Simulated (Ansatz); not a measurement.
Crystal: In.

```
In
1.0
    -1.88253    1.88253    1.88253
     1.88253   -1.88253    1.88253
     1.88253    1.88253   -1.88253
In
1
Direct
  0.00000 0.00000 0.00000
```

This isn't the form of In at room conditions, which is tetragonal.

* Program: Ansatz 0.2.0
* Task: relaxation of cell and atoms
* Functional: PBEsol
* Potentials or basis: Ansatz PAW
* Cutoff: 420 eV (not typed: the program's choice for these potentials)
* k mesh: 10 × 10 × 10
* Occupations: fermi-dirac, width 0.05 eV
* Spin: no spin polarisation

At the start: volume 26.69 Å³/atom.

Problem. How do energy, volume and symmetry change on relaxing?

Solution. It ends after 4 steps and the volume is 25.76 Å³/atom (-3.5 %); space group Im-3m (No. 229, to 0.05 Å).

The path:
| step | energy change (eV) | largest force (eV/Å) | volume (Å³) |
| --- | --- | --- | --- |
| 1 | 0.0000 | 0.0000 | 26.69 |
| 2 | -0.0040 | 0.0000 | 25.93 |
| 3 | -0.0042 | 0.0000 | 25.76 |
| 4 | -0.0039 | 0.0000 | 25.76 |

Final structure:
```cif
data_structure
_symmetry_space_group_name_H-M 'P 1'
_symmetry_Int_Tables_number 1
_cell_length_a 3.2225
_cell_length_b 3.2225
_cell_length_c 3.2225
_cell_angle_alpha 109.471
_cell_angle_beta 109.471
_cell_angle_gamma 109.471
_cell_volume 25.76
loop_
_atom_site_label
_atom_site_type_symbol
_atom_site_fract_x
_atom_site_fract_y
_atom_site_fract_z
_atom_site_occupancy
In1 In 0.00000 0.00000 0.00000 1
```

Caveat: the plane-wave basis is chosen anew once the cell has moved, so the energies of steps on either side of that aren't comparable; the PAW data sets come from PBE, with cores solved anew for the run's functional, which leaves a small shift of forces and pressure.
